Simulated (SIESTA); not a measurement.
MgO under changes of volume

One of the cells (9.221 Å³/atom); the others are scaled copies at fixed shape and fractional positions:

```
Mg O
1.0
     0.00000    2.09700    2.09700
     2.09700    0.00000    2.09700
     2.09700    2.09700    0.00000
Mg O
1 1
Direct
  0.00000 0.00000 0.00000
  0.50000 0.50000 0.50000
```

The cell is a database's computed one.

| Item | Value |
| --- | --- |
| Program | SIESTA 5.4.2 |
| Functional | LDA |
| Potentials or basis | PseudoDojo 0.4 standard (LDA files) |
| Basis | DZP (energy shift 0.003 Ry; two zetas on semicore shells) |
| Grid cutoff | 800 Ry |
| Energy shift | 0.003 Ry |
| k mesh | 11 × 11 × 11 |
| Occupations | fermi-dirac, width 0.05 eV |
| Spin | no spin polarisation |

| volume (Å³/atom) | energy over the lowest point (meV/atom) | pressure (GPa) | gap on the mesh (eV) |
| --- | --- | --- | --- |
| 8.668 | 18.05 | 11.4 | 5.36 |
| 8.853 | 7.49 | 7.0 | 5.13 |
| 9.037 | 1.67 | 3.2 | 4.92 |
| 9.221 | 0.00 | -0.3 | 4.71 |
| 9.406 | 2.09 | -3.3 | 4.52 |
| 9.590 | ? | ? | ? |
| 9.775 | 16.13 | -8.6 | 4.15 |

What does the run at 9.590 Å³/atom give?

Energy over the lowest point 7.61 meV/atom; pressure -6.2 GPa; gap on the mesh 4.33 eV.

Worked out: A Birch-Murnaghan fit of order 3 (a polynomial in V^(-2/3)) to the other rows has its minimum at 9.21 Å³/atom with B0 = V·E''(V) = 164 GPa and B' = 4.3. It gives 7.57 meV/atom at 9.590 Å³/atom, against the run's 7.61, and -dE/dV = -6.1 GPa, against -6.2. A straight line through the other rows of the gap, of slope -10.1 eV per unit of ln V (its deformation potential), gives 4.33 eV, against the run's 4.33.

Energies are extrapolated to zero smearing.

Caveats: an odd mesh through Γ misses points on the zone boundary, where band edges often lie; the basis of atomic orbitals isn't converged, which shifts pressures, moduli and gaps.
